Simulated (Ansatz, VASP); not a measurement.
## One calculation of Ga, two programs

```
Ga
1.0
     2.21789   -3.74191    0.00000
     2.21789    3.74191    0.00000
     0.00000    0.00000    4.42496
Ga
4
Direct
  0.84436 0.15564 0.08594
  0.65564 0.34436 0.58594
  0.15564 0.84436 0.91406
  0.34436 0.65564 0.41406
```

Alike in both runs: task single point; functional LDA; k mesh 8 × 8 × 7; no spin polarisation.

|  | VASP | Ansatz |
| --- | --- | --- |
| version | VASP 6.6.1 | Ansatz 0.2.0 |
| potentials or method | VASP PAW LDA potentials, release 64 (Ga_d) | plane waves (420 eV) with PAW, scalar-relativistic |
| plane-wave cutoff (eV) | 520 | 420 |
| occupations | methfessel-paxton of order 1, width 0.1 eV | cold, width 0.1 eV |
| valence electrons in the cell | 52 | 52 |

|  | VASP | Ansatz | Ansatz less VASP |
| --- | --- | --- | --- |
| pressure (GPa) | 0.1 | 0.0 | -0.14 |
| largest component of the traceless stress (GPa) | 0.21 | 0.15 | -0.054 |

Ansatz warned: «pseudo_functional_mismatch».
